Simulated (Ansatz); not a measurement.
## What a trial cell of Si relaxes into

All numbers below come from DFT PBE, scalar-relativistic, plane waves, PAW in Ansatz 0.2.0. Cutoff 420 eV, Γ-centred k mesh, Gaussian smearing, no spin polarisation in the final step.

The start puts Si on the sites of a reported C cell (P6_3mc, No. 186), at a guessed volume.

```xyz
4
Lattice="3.3297 0.0000 0.0000 -1.6649 2.8836 0.0000 0.0000 0.0000 9.1533" Properties=species:S:1:pos:R:3 pbc="T T T"
Si    0.0000    0.0000    0.0000
Si    0.0000    0.0000    4.5767
Si    0.0000    1.9224    0.0458
Si    1.6649    0.9612    4.6224
```

Cell and atoms relax at zero pressure; the relaxation can't lower the symmetry of the start. After a coarse first stage the cell is made exact in the group found at 0.06 Å.

Energies count from the standard state of Si at the same level.

(1) Describe the relaxed structure.

(2) What are its volume, energy, density and gap?

Answers

(1) It ends in P6_3/mmc (No. 194). Conventional cell: a = 3.623 Å, c = 5.750 Å. Si on Wyckoff site a (2 atoms of the primitive cell) has 6 Si at 2.54 Å and 2 Si at 2.88 Å; Si on Wyckoff site d (2 atoms of the primitive cell) is coordinated by 6 Si at 2.54 Å.

```xyz
4
Lattice="3.6230 0.0000 0.0000 -1.8115 3.1376 0.0000 0.0000 0.0000 5.7501" Properties=species:S:1:pos:R:3 pbc="T T T"
Si    0.0000    0.0000    2.8750
Si    0.0000    0.0000    0.0000
Si    0.0000    2.0917    4.3126
Si    1.8115    1.0459    1.4375
```

(2) The volume per atom is 16.34 Å³, the density is 2.85 g/cm³ and the energy over the standard structure is 0.36 eV/atom. The gap on the 15×15×8 mesh is 0 eV (a metal).

The final run used a 15×15×8 mesh on its 4-atom cell and 0.10 eV smearing. For metals, differences of a few meV/atom aren't resolved. A structure relaxed within its symmetry needn't be a true minimum. The steps took about 40 core-seconds in all.